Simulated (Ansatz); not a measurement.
## Pressure series in ZnTe

Base system: ZnTe in the zinc blende structure (space group F-43m, No. 216).

```yaml
crystal:
  lattice:
    - [0.00000, 3.03285, 3.03285]
    - [3.03285, 0.00000, 3.03285]
    - [3.03285, 3.03285, 0.00000]
  atoms:
    - { symbol: Te, position: [0.75000, 0.75000, 0.75000] }
    - { symbol: Zn, position: [0.00000, 0.00000, 0.00000] }
```

Cell and atoms are relaxed at each pressure.

The values are results of Ansatz (a first-principles code) PBEsol, no SOC, not measurements.

```csv
variant,band gap,width of the top valence band,shortest interatomic distance
base,1.24 eV,2.71 eV,2.627 Å
pressure −2 GPa,1.03 eV,2.51 eV,2.666 Å
pressure −1 GPa,1.14 eV,2.61 eV,2.645 Å
pressure 0.9 GPa,1.32 eV,2.79 eV,2.612 Å
pressure 2.1 GPa,1.42 eV,2.89 eV,2.594 Å
pressure 4.5 GPa,1.61 eV,3.08 eV,2.562 Å
pressure 9 GPa,1.82 eV,3.39 eV,2.514 Å
pressure 15 GPa,1.65 eV,3.75 eV,2.465 Å
pressure 22.5 GPa,1.46 eV,4.13 eV,2.417 Å
pressure 30 GPa,1.29 eV,4.46 eV,2.378 Å
```

Spin-orbit coupling, missing from the scalar runs, can matter with Te. Load acts through the strain it causes; cell and atoms are relaxed under it. Whether these cells are dynamically stable was not tested. Measured, ZnTe leaves this structure (for cinnabar) near 9.5 GPa (temperature not stated; as listed in Datta, Sujoy, Jana, Debnarayan, arXiv (2020)), on rising pressure, with hysteresis.
